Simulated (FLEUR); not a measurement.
Crystal: CdSe.

```
Cd Se
1.0
     0.00000    3.07027    3.07027
     3.07027    0.00000    3.07027
     3.07027    3.07027    0.00000
Cd Se
1 1
Direct
  0.00000 0.00000 0.00000
  0.25000 0.25000 0.25000
```

Measurements of this composition are mostly on another form, of space group No. 186.

Program: FLEUR MaX-R8.1 (patched build s14). Alike in all runs: potentials or basis all-electron, FLAPW; cell as given; smearing fermi-dirac 0.05 eV.

Question: Order these runs on this cell by their band gap on the k mesh, lowest first.
A. level PBE; spin off; k mesh 4 × 4 × 4; gmax 11.8 1/bohr; max iterations 60; density convergence 1e-05 me/bohr^3; kmax 3.8 1/bohr; mesh quality coarse
B. level PBE0; spin off; k mesh 4 × 4 × 4; gmax 14.2 1/bohr; max iterations 30; density convergence 0.0001 me/bohr^3; kmax 4.58 1/bohr; mesh quality coarse
C. level HSE06; spin off; k mesh 4 × 4 × 4; gmax 11.8 1/bohr; max iterations 30; density convergence 0.0001 me/bohr^3; kmax 3.8 1/bohr; mesh quality coarse
D. level PBEsol; spin SOC, no magnetisation; k mesh 6 × 6 × 6; gmax 12 1/bohr; max iterations 60; density convergence 1e-05 me/bohr^3; kmax 3.88 1/bohr; mesh quality not flagged

Answer: D (0.30 eV), A (0.54 eV), C (1.49 eV), B (2.18 eV).

Caveats: some runs use coarse meshes; core states are solved in the semilocal potential (some runs).
